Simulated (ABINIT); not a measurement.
Crystal: BaTiO3.

```
CELL_PARAMETERS angstrom
4.00600 0.00000 0.00000
0.00000 4.00600 0.00000
0.00000 0.00000 4.00600
ATOMIC_POSITIONS crystal
Ba 0.50000 0.50000 0.50000
Ti 0.00000 0.00000 0.00000
O 0.00000 0.00000 0.50000
O 0.00000 0.50000 0.00000
O 0.50000 0.00000 0.00000
```

Base run:

| Property | Result |
| --- | --- |
| Program | ABINIT 10.8.3 (patched build) |
| Functional | PBEsol |
| Potentials or basis | PseudoDojo NC SR PBEsol v0.4 stringent |
| Cutoff | 1143 eV |
| k mesh | 5 × 5 × 5 |
| Occupations | fermi-dirac, width 0.05 eV |
| Spin | no spin polarisation |

Its results: band gap on the k mesh 1.86 eV, indirect (least direct gap 1.88 eV); pressure -4.4 GPa.

Problem. The run is repeated on the same cell with these changes: functional from PBEsol to PBE; potentials or basis from PseudoDojo NC SR PBEsol v0.4 stringent to PseudoDojo NC SR PBE v0.5 stringent; cutoff from 1143 eV to 1252 eV. What comes out?

Solution. Band gap on the k mesh 1.93 eV, direct; pressure 1.3 GPa.

Caveats: spin-orbit coupling is left out, which moves the levels of the heavy elements; an odd mesh through Γ misses points on the zone boundary, where band edges often lie.

Not every run made on this cell is shown here.
